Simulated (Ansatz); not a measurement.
CsCl:
```xyz
2
Lattice="4.1751 0.0000 0.0000 0.0000 4.1751 0.0000 0.0000 0.0000 4.1751" Properties=species:S:1:pos:R:3 pbc="T T T"
Cs     0.0000     0.0000     0.0000
Cl     2.0876     2.0876     2.0876
```

Relaxed with HSE06. Special points in fractions of this cell's reciprocal vectors: Γ (0.000, 0.000, 0.000); X (0.000, 0.500, 0.000); M (0.500, 0.500, 0.000); R (0.500, 0.500, 0.500).

Problem. List the band energies nearest the valence-band maximum at these points for plane-wave PAW HSE06 (Ansatz code).

Solution. In eV from the valence-band maximum; about four levels below and three above (degenerate sets whole), none deeper than 8.9 eV; points with the same levels are listed once.

```json
[
 {"k": "Γ", "below": "-6.12 -6.12 -6.12 0.00 0.00 0.00", "above": "6.41 6.71 6.71"},
 {"k": "X", "below": "-5.98 -5.98 -1.14 -0.21 -0.21", "above": "7.75 8.83 10.02"},
 {"k": "M", "below": "-5.90 -0.44 -0.44 -0.05", "above": "7.23 7.31 9.34 9.34"},
 {"k": "R", "below": "-6.62 -6.62 -6.62 -1.05 -1.05 -1.05", "above": "9.80 9.80 9.80"}
]
```

Space group Pm-3m (CsCl type). The HSE06 relaxation kept the symmetry of its start. The hybrid was solved on a coarse mesh, the path and, where they were found, the r²SCAN edge points; its band edges are the extreme levels among these. Spin–orbit coupling is left out wherever it is not named.

Potentials: the earlier of the program's two PAW sets. The files were generated under PBE; for other functionals the program regenerates the frozen cores, and for LDA and PBEsol the local potential too.
